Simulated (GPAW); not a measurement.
Set up this calculation in GPAW 26.7.0, as an ASE script.

| Item | Value |
| --- | --- |
| Task | relaxation of cell and atoms |
| Functional | PBEsol |
| Dispersion | D3 |
| Potentials or basis | PAW data sets generated in the run's folder for this functional |
| Cutoff | 800 eV |
| Basis | pw |
| k mesh | 7 × 7 × 6 |
| Occupations | fermi-dirac, width 0.05 eV |
| Spin | no spin polarisation |
| Maxiter | 150 |
| Optimizer | BFGS |
| Fmax | 0.02 eV/Å |
| Max steps | 60 |
| Convergence | density=1e-05 forces=0.0001 |

The system is HfB2.

```xyz
3
Lattice="3.1400 0.0000 0.0000 -1.5700 2.7193 0.0000 0.0000 0.0000 3.4800" Properties=species:S:1:pos:R:3 pbc="T T T"
Hf    0.0000    0.0000    0.0000
B     1.5700    0.9064    1.7400
B     0.0000    1.8129    1.7400
```

The input as run:

run.py

```python
from ase import Atoms
from ase.calculators.mixing import SumCalculator
from ase.filters import FrechetCellFilter
from ase.io import write
from ase.optimize import BFGS
from dftd3.ase import DFTD3
from gpaw import GPAW, PW, setup_paths

setup_paths.insert(0, '.')

atoms = Atoms(['Hf', 'B', 'B'],
              cell=[[3.14, 0.0, 0.0],
                    [-1.57, 2.7193197679, 0.0],
                    [0.0, 0.0, 3.48]],
              scaled_positions=[[0.0, 0.0, 0.0],
                                [0.6666666667, 0.3333333333, 0.5],
                                [0.3333333333, 0.6666666667, 0.5]],
              pbc=True)

calc = GPAW(mode=PW(800),
            xc='PBEsol',
            kpts={'size': (7, 7, 6), 'gamma': True},
            occupations={'name': 'fermi-dirac', 'width': 0.05},
            nbands=20,
            convergence={'density': 1e-05, 'forces': 0.0001},
            maxiter=150,
            txt='gpaw.txt')
atoms.calc = SumCalculator([calc, DFTD3(method='pbesol', damping='d3zero')])
opt = BFGS(FrechetCellFilter(atoms), trajectory='relax.traj', logfile='-')
done = opt.run(fmax=0.02, steps=60)
calc.write('gs.gpw')
write('result.traj', atoms)
print('Converged:', done)
print('Cell:', atoms.cell.cellpar().round(4))
print('Volume:', round(atoms.get_volume(), 4))
print(atoms.get_scaled_positions().round(5))
```

Potentials or basis: PAW data sets generated in the run's folder for this functional, pw.

Command:

```sh
$ gpaw-setup -f PBEsol B Hf
$ OMP_NUM_THREADS=1 python run.py
```

Results of the run:

- Relaxed volume: 9.66 Å³/atom
- Relaxed cell: a = 3.117 Å, b = 3.117 Å, c = 3.444 Å, α = 90.00°, β = 90.00°, γ = 120.00°
- Space group after relaxing (to 0.05 Å): P6/mmm (No. 191)
- Energy gained by relaxing: 5.1 meV/atom
- Ionic steps: 6
- Pressure after relaxing: -0.1 GPa
- Band gap on the k mesh: none (metal or under the smearing width)
- Dispersion energy per atom: -0.212 eV

Caveat: later steps reuse the first step's grids; pairwise dispersion overbinds metals, which lowers pressure and volume.

Run time: 72 s on 1 thread of Arm Neoverse V2, with other jobs on the host, peak memory 0.27 GiB.
